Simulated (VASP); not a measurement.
**Ho under changes of volume**

One of the cells (30.496 Å³/atom); the others are scaled copies at fixed shape and fractional positions:

```
Ho
1.0
     3.55329    0.00000    0.00000
    -1.77665    3.07724    0.00000
     0.00000    0.00000    5.57811
Ho
2
Direct
  0.66667 0.33333 0.75000
  0.33333 0.66667 0.25000
```

```yaml
Program: VASP 6.6.1
Functional: PBE
Potentials_or_basis: VASP PAW PBE potentials, release 64 (Ho)
Cutoff: 520 eV
k_mesh: 9 × 9 × 5
Occupations: fermi-dirac, width 0.05 eV
Spin: collinear spin, ferromagnetic start
Starting_moments: "[4.0, 4.0] μB"
```

| volume (Å³/atom) | energy over the lowest point (meV/atom) | pressure (GPa) | moment (μB per cell) |
| --- | --- | --- | --- |
| 29.252 | ? | ? | ? |
| 29.874 | 44.43 | 4.2 | 7.21 |
| 30.496 | 29.46 | 3.5 | 7.23 |
| 31.741 | 7.48 | 2.2 | 7.27 |
| 32.364 | 0.00 | 1.6 | 7.29 |

**Question.** What does the run at 29.252 Å³/atom give?

**Answer.** Energy over the lowest point 62.41 meV/atom; pressure 5.0 GPa; moment 7.20 μB per cell.

Worked out: A Birch-Murnaghan fit of order 2 (a polynomial in V^(-2/3)) to the other rows has no minimum within the range. It gives 62.40 meV/atom at 29.252 Å³/atom, against the run's 62.41, and -dE/dV = 5.0 GPa, against 5.0. A straight line through the other rows of the moment, of slope 0.0321 μB per Å³/atom, extrapolates to 7.19 μB, against the run's 7.20.

Energies are extrapolated to zero smearing.

Caveats: the magnetic or orbital state may not be the lowest.
